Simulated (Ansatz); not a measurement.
GaAs: changing spin-orbit coupling

It takes space group F-43m (No. 216, cubic). The conventional cell has a = 5.654 Å, b = 5.654 Å, c = 5.654 Å, α = 90.00°, β = 90.00°, γ = 90.00°. Around As (site symmetry -43m) lie 4 Ga at 2.45 Å. Ga (site symmetry -43m) is surrounded by 4 As at 2.45 Å.

Kept alike: task band structure; functional PBEsol; k mesh 8 × 8 × 8; occupations fermi-dirac, width 0.05 eV. Program: Ansatz, Ansatz PAW, cutoff 420 eV. The mesh is that of the run's cell of 2 atoms.

| spin-orbit coupling | band gap (eV) |
| --- | --- |
| off | 0.441 |
| on | 0.332 |

Gaps are the smaller of the mesh's and the band path's. All rows use potentials made for PBE.

The band gap runs from 0.332 (on) to 0.441 eV (off). Spin-orbit coupling splits p and d bands at the edges, and the more so the heavier the atoms.
